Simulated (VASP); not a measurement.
# Al (Fm-3m) in VASP: a series of runs

Runs on Al. Level: PBE. Tasks: relaxation of cell and atoms, vibrations by finite differences.

All numbers are computed with VASP 6.6.1; they aren't measurements. Logs are shortened: lines on timing, memory, paths and dates and some standing lists are left out, and cuts for length are marked.

## (1) Starting point

It takes space group Fm-3m (No. 225, cubic). Conventional cell: a = 4.050 Å, b = 4.050 Å, c = 4.050 Å, α = 90.00°, β = 90.00°, γ = 90.00°. Al (site symmetry m-3m) is surrounded by 12 Al at 2.86 Å.

## (2) Relaxation of cell and atoms, PBE

The input, INCAR:

```
PREC     = Accurate       # precision mode
ENCUT    = 520            # plane-wave cutoff, eV
EDIFF    = 1E-7           # SCF threshold, eV
ISMEAR   = 0              # smearing method
SIGMA    = 0.1            # smearing width, eV
LREAL    = False          # projectors in reciprocal space
LASPH    = True           # aspherical terms in the spheres
NELM     = 60             # most SCF steps
ALGO     = Fast           # electronic algorithm
ISIF     = 3              # what is computed and relaxed
LWAVE    = False          # write WAVECAR
LCHARG   = False          # write CHGCAR
GGA      = PE             # functional
IBRION   = 2              # ionic algorithm
NSW      = 80             # ionic steps
EDIFFG   = -0.002         # ionic threshold
```

The input, KPOINTS:

```
regular mesh
0
Gamma
  6 6 6
```

The input, POSCAR:

```
Al
1.0
    0.0000000000      2.0248050000      2.0248050000
    2.0248050000      0.0000000000      2.0248050000
    2.0248050000      2.0248050000      0.0000000000
Al
1
Direct
    0.0000000000      0.0000000000      0.0000000000
```

Potentials or basis: VASP PAW PBE potentials, release 64 (Al).

On the command line:

```
$ cat potpaw_PBE.64/Al/POTCAR > POTCAR
$ mpirun -np 1 vasp_std > vasp.out
```

OUTCAR:

```text
PREC = Accurate
   ENCUT = 520
   EDIFF = 1E-7
   ISMEAR = 0
   LREAL = False
   LASPH = True
   NELM = 60
   ISIF = 3
   GGA = PE
   IBRION = 2
   NSW = 80
   EDIFFG = -0.002

 ion  position               nearest neighbor table
   1  0.000  0.000  0.000-

  LATTYP: Found a face centered cubic cell.
 ALAT       =     4.0496100000

  Lattice vectors:

 A1 = (   0.0000000000,   2.0248050000,   2.0248050000)
 A2 = (   2.0248050000,   0.0000000000,   2.0248050000)
 A3 = (   2.0248050000,   2.0248050000,   0.0000000000)

Analysis of symmetry for initial positions (statically):
=====================================================================
 Subroutine PRICEL returns:
 Original cell was already a primitive cell.

 Routine SETGRP: Setting up the symmetry group for a
 face centered cubic supercell.

 Subroutine GETGRP returns: Found 48 space group operations
 (whereof 48 operations were pure point group operations)
 out of a pool of 48 trial point group operations.

The static configuration has the point symmetry O_h .

Analysis of symmetry for dynamics (positions and initial velocities):
=====================================================================
 Subroutine PRICEL returns:
 Original cell was already a primitive cell.

 Routine SETGRP: Setting up the symmetry group for a
 face centered cubic supercell.

 Subroutine GETGRP returns: Found 48 space group operations
 (whereof 48 operations were pure point group operations)
 out of a pool of 48 trial point group operations.

The dynamic configuration has the point symmetry O_h .

 Subroutine INISYM returns: Found 48 space group operations
 (whereof 48 operations are pure point group operations),
 and found     1 'primitive' translations

----------------------------------------------------------------------------------------

                                     Primitive cell

  volume of cell :      16.6027

  direct lattice vectors                    reciprocal lattice vectors
     0.000000000  2.024805000  2.024805000    -0.246937359  0.246937359  0.246937359
     2.024805000  0.000000000  2.024805000     0.246937359 -0.246937359  0.246937359
     2.024805000  2.024805000  0.000000000     0.246937359  0.246937359 -0.246937359

  length of vectors
     2.863506692  2.863506692  2.863506692     0.427708053  0.427708053  0.427708053

  position of ions in fractional coordinates (direct lattice)
     0.000000000  0.000000000  0.000000000

  ion indices of the primitive-cell ions
   primitive index   ion index
                 1           1

----------------------------------------------------------------------------------------

 KPOINTS: regular mesh

Automatic generation of k-mesh.
 Grid dimensions read from file:
 generate k-points for:    6    6    6

 Generating k-lattice:

  Cartesian coordinates                     Fractional coordinates (reciprocal lattice)
    -0.041156227  0.041156227  0.041156227     0.166666667  0.000000000  0.000000000
     0.041156227 -0.041156227  0.041156227     0.000000000  0.166666667  0.000000000
     0.041156227  0.041156227 -0.041156227     0.000000000  0.000000000  0.166666667

  Length of vectors
     0.071284675  0.071284675  0.071284675

  Shift w.r.t. Gamma in fractional coordinates (k-lattice)
     0.000000000  0.000000000  0.000000000

 Subroutine IBZKPT returns following result:
[... 37 lines left out ...]
   LASPH  =      T    aspherical Exc in radial PAW
   ENCUT  =  520.0 eV  38.22 Ry    6.18 a.u.   5.32  5.32  5.32*2*pi/ulx,y,z
   NELM   =     60;   NELMIN=  2; NELMDL= -5     # of ELM steps
   EDIFF  = 0.1E-06   stopping-criterion for ELM
   LREAL  =      F    real-space projection
   EDIFFG = -.2E-02   stopping-criterion for IOM
   NSW    =     80    number of steps for IOM
   IBRION =      2    ionic relax: 0-MD 1-quasi-New 2-CG
   NFREE  =      1    steps in history (QN), initial steepest desc. (CG)
   ISIF   =      3    stress and relaxation
   ISYM   =      2    0-nonsym 1-usesym 2-fastsym
   POTIM  = 0.5000    time-step for ionic-motion
   TEBEG  =    0.0;   TEEND  =   0.0 temperature during run
   PSTRESS=    0.0 pullay stress
   NELECT =       3.0000    total number of electrons
   NUPDOWN=      -1.0000    fix difference up-down
   EMIN   =  10.00;   EMAX   =-10.00  energy-range for DOS
   EFERMI =   0.00;   METHOD = LEGACY
   ISMEAR =     0;   SIGMA  =   0.10  broadening in eV -4-tet -1-fermi 0-gaus
   EFERMI_NEDOS =   21; number of points for ismear=-14 and -15
   IALGO  =     68    algorithm
   IMIX   =      4    mixing-type and parameters
     AMIX     =   0.40;   BMIX     =  1.00
     AMIX_MAG =   1.60;   BMIX_MAG =  1.00
  volume/ion in A,a.u.               =      16.60       112.04
  Fermi-wavevector in a.u.,A,eV,Ry     =   0.925526  1.748991 11.654733  0.856599
  Thomas-Fermi vector in A             =   2.051390
   LORBIT       =      0    0 simple, 1 ext, 2 COOP (PROOUT), +10 PAW based schemes
   GGA     = PE    functional components
   LHFCALC =     F    Hartree Fock is set to
   AEXX    =    0.0000 exact exchange contribution
   IVDW    =     0    specifies the selected vdW correction
   LEPSILON=     F    determine dielectric tensor
   LRPA    =     F    only Hartree local field effects (RPA)
 conjugate gradient relaxation of ions
 non-spin polarized calculation
 RMM-DIIS sequential band-by-band and
 Gauss-broadening in eV      SIGMA  =   0.10
  energy-cutoff  :      520.00
  volume of cell :       16.60
 maximum number of plane-waves:       459
 NGX is ok and might be reduce to    24
   NGX = 11   NGY = 11   NGZ = 11

--------------------------------------- Ionic step        1  -------------------------------------------

 number of electron       3.0000000 magnetization

 Free energy of the ion-electron system (eV)
  ---------------------------------------------------
  ext. energy  EPLUGINS =         0.00000000
  ---------------------------------------------------
  free energy    TOTEN  =        -3.81263579 eV

  energy without entropy =       -3.80921019  energy(sigma->0) =       -3.81092299

------------------------ aborting loop because EDIFF is reached ----------------------------------------

  FORCE on cell =-STRESS in cart. coord.  units (eV):
  Direction    XX          YY          ZZ          XY          YZ          ZX
  --------------------------------------------------------------------------------------
  -------------------------------------------------------------------------------------
  Total       -0.0036922     -0.0036922     -0.0036922      0.0000000      0.0000000      0.0000000
  in kB       -0.3562989     -0.3562989     -0.3562989      0.0000000      0.0000000      0.0000000
  external PRESSURE =      -0.3562989 kB  Pullay stress =       0.0000000 kB

 VOLUME and BASIS-vectors are now :
 -----------------------------------------------------------------------------
  energy-cutoff  :      520.00
  volume of cell :       16.60
      direct lattice vectors                 reciprocal lattice vectors
     0.000000000  2.024805000  2.024805000    -0.246937359  0.246937359  0.246937359
     2.024805000  0.000000000  2.024805000     0.246937359 -0.246937359  0.246937359
     2.024805000  2.024805000  0.000000000     0.246937359  0.246937359 -0.246937359

 POSITION                                       TOTAL-FORCE (eV/Angst)
 -----------------------------------------------------------------------------------
      0.00000      0.00000      0.00000        -0.000000      0.000000      0.000000
 -----------------------------------------------------------------------------------
    total drift:                                0.000000     -0.000000     -0.000000

  FREE ENERGIE OF THE ION-ELECTRON SYSTEM (eV)
  ---------------------------------------------------
  free  energy   TOTEN  =        -3.8126357930 eV

  energy  without entropy=       -3.8092101937  energy(sigma->0) =       -3.81092299

--------------------------------------- Ionic step        2  -------------------------------------------

 number of electron       3.0000000 magnetization

 Free energy of the ion-electron system (eV)
  ---------------------------------------------------
  ext. energy  EPLUGINS =         0.00000000
  ---------------------------------------------------
  free energy    TOTEN  =        -3.81263674 eV

  energy without entropy =       -3.80920559  energy(sigma->0) =       -3.81092116

 E-fermi :   8.3064     XC(G=0): -10.1765

 val. band max:        7.2906304218   @ k =  -0.3333   0.5000   0.1667
 cond. band min:       8.3255734326   @ k =  -0.3333   0.3333   0.0000
 fundamental gap:      1.0349430108
 Fermi energy:         8.3063637999

 k-point     1 :       0.0000    0.0000    0.0000
  band No.  band energies     occupation
      1      -3.1550      2.00000
      2      20.5276      0.00000
      3      20.5276      0.00000
      4      20.5276      0.00000
      5      21.9784      0.00000
[... 113 lines left out ...]
 k-point    16 :      -0.3333    0.5000    0.1667
  band No.  band energies     occupation
      1       5.9493      2.00000
      2       7.2906      2.00000
      3       8.7167      0.00000
      4      10.2736      0.00000
      5      19.8317      0.00000

------------------------ aborting loop because EDIFF is reached ----------------------------------------

  FORCE on cell =-STRESS in cart. coord.  units (eV):
  Direction    XX          YY          ZZ          XY          YZ          ZX
  --------------------------------------------------------------------------------------
  -------------------------------------------------------------------------------------
  Total        0.0003862      0.0003862      0.0003862      0.0000000     -0.0000000      0.0000000
  in kB        0.0372909      0.0372909      0.0372909      0.0000000     -0.0000000      0.0000000
  external PRESSURE =       0.0372909 kB  Pullay stress =       0.0000000 kB

 VOLUME and BASIS-vectors are now :
 -----------------------------------------------------------------------------
  energy-cutoff  :      520.00
  volume of cell :       16.59
      direct lattice vectors                 reciprocal lattice vectors
    -0.000000000  2.024444340  2.024444340    -0.246981352  0.246981352  0.246981352
     2.024444340  0.000000000  2.024444340     0.246981352 -0.246981352  0.246981352
     2.024444340  2.024444340 -0.000000000     0.246981352  0.246981352 -0.246981352

 POSITION                                       TOTAL-FORCE (eV/Angst)
 -----------------------------------------------------------------------------------
      4.04889      2.02444      2.02444         0.000000     -0.000000      0.000000
 -----------------------------------------------------------------------------------
    total drift:                               -0.000000     -0.000000     -0.000000

  FREE ENERGIE OF THE ION-ELECTRON SYSTEM (eV)
  ---------------------------------------------------
  free  energy   TOTEN  =        -3.8126367385 eV

  energy  without entropy=       -3.8092055869  energy(sigma->0) =       -3.81092116

 reached required accuracy - stopping structural energy minimisation
```

Run time: 3.1 s. Hardware: 1 thread of AMD EPYC 7R13 (Zen 3), shared host; peak memory 0.1 GiB.

What came out:

```yaml
Free_energy: -3.8126 eV
Relaxed_volume: 16.59 Å³/atom
Relaxed_cell: a = 2.863 Å, b = 2.863 Å, c = 2.863 Å, α = 60.00°, β = 60.00°, γ = 60.00°
Space_group_after_relaxing_to_0.05_Å: Fm-3m (No. 225)
Energy_gained_by_relaxing: 0.0 meV/atom
Ionic_steps: 2
Pressure_after_relaxing: 0.0 GPa
Band_gap_on_the_k_mesh: none (metal or under the smearing width)
```

Final structure:
```xyz
1
Lattice="0.0000 2.0244 2.0244 2.0244 0.0000 2.0244 2.0244 2.0244 0.0000" Properties=species:S:1:pos:R:3 pbc="T T T"
Al    4.0489    2.0244    2.0244
```

Caveat: the k mesh is coarse (spacing up to 0.45 Å⁻¹), so the values aren't converged.

## (3) Relaxation of cell and atoms, PBE

INCAR is that of step 2.

KPOINTS is that of step 2.

The input, POSCAR:

```
Al                                      
1.0
   -0.0000000000      2.0244443401      2.0244443401
    2.0244443401      0.0000000000      2.0244443401
    2.0244443401      2.0244443401     -0.0000000000
  Al            
     1
Direct
     0.0000000000000000    1.0000000000000000    1.0000000000000000
```

Potentials or basis: VASP PAW PBE potentials, release 64 (Al).

On the command line:

```
$ cat potpaw_PBE.64/Al/POTCAR > POTCAR
$ mpirun -np 1 vasp_std > vasp.out
```

Run time: 3.7 s. Hardware: 1 thread of AMD EPYC 7R13 (Zen 3), shared host; peak memory 0.1 GiB.

Results (log left out):

| Item | Value |
| --- | --- |
| Free energy | -3.8126 eV |
| Pressure after relaxing | 0.0 GPa |
| Band gap on the k mesh | none (metal or under the smearing width) |

Final structure:
```cif
data_structure
_symmetry_space_group_name_H-M 'P 1'
_symmetry_Int_Tables_number 1
_cell_length_a 2.8630
_cell_length_b 2.8630
_cell_length_c 2.8630
_cell_angle_alpha 60.000
_cell_angle_beta 60.000
_cell_angle_gamma 60.000
_cell_volume 16.59
loop_
_atom_site_label
_atom_site_type_symbol
_atom_site_fract_x
_atom_site_fract_y
_atom_site_fract_z
_atom_site_occupancy
Al1 Al 0.00000 0.00000 0.00000 1
```

Levels at points of the mesh, in eV from the Fermi level:
| k point | band 1 | band 2 | band 3 | band 4 |
| --- | --- | --- | --- | --- |
| (0.00, 0.00, 0.00) | -11.46 | 12.22 | 12.22 | 12.22 |
| (0.50, 0.00, 0.00) | -4.94 | -4.74 | 10.98 | 11.00 |
| (0.50, 0.50, 0.00) | -3.28 | -1.96 | 4.89 | 5.20 |

Caveat: the k mesh is coarse (spacing up to 0.45 Å⁻¹), so the values aren't converged; the relaxation stopped at its first step, so nothing moved.

## (4) Vibrations by finite differences, PBE

The input, INCAR:

```
SYSTEM = Al
ALGO = Fast
EDIFF = 1E-8
ENCUT = 520
GGA = PE
IBRION = 6
ISIF = 3
ISMEAR = 0
LASPH = .TRUE.
LCHARG = .FALSE.
LREAL = .FALSE.
LWAVE = .FALSE.
NELM = 60
NFREE = 2
NSW = 1
POTIM = 0.015
PREC = Accurate
SIGMA = 0.1
```

The input, KPOINTS:

```
k-points
0
G
  6 6 6
  0 0 0
```

The input, POSCAR:

```
Al                                      
1.0
    0.0000000000      2.0244443401      2.0244443401
    2.0244443401      0.0000000000      2.0244443401
    2.0244443401      2.0244443401      0.0000000000
  Al            
     1
Direct
     0.0000000000000000    0.0000000000000000    0.0000000000000000
```

On the command line:

```
$ cat potpaw_PBE.64/Al/POTCAR > POTCAR
$ mpirun -np 1 vasp_std > vasp.out
```

It took 48 s on 1 thread of AMD EPYC 7R13 (Zen 3), shared host; peak memory 0.11 GiB.

Results (log left out):

- Elastic constants C11, C12, C44: 48, 95, 62 GPa
- Voigt bulk modulus: 79 GPa

Elastic tensor in Voigt notation (GPa, in the Cartesian axes of the cell as first typed):
```
48 95 95  0  0  0
95 48 95  0  0  0
95 95 48  0  0  0
 0  0  0 62  0  0
 0  0  0  0 62  0
 0  0  0  0  0 62
```

Clamped-ion elastic tensor (GPa):
```
48 95 95  0  0  0
95 48 95  0  0  0
95 95 48  0  0  0
 0  0  0 62  0  0
 0  0  0  0 62  0
 0  0  0  0  0 62
```

Caveat: the k mesh is coarse (spacing up to 0.45 Å⁻¹), so the values aren't converged; the elastic tensor has a negative eigenvalue, so either the cell is unstable as it stands or the mesh is too thin.
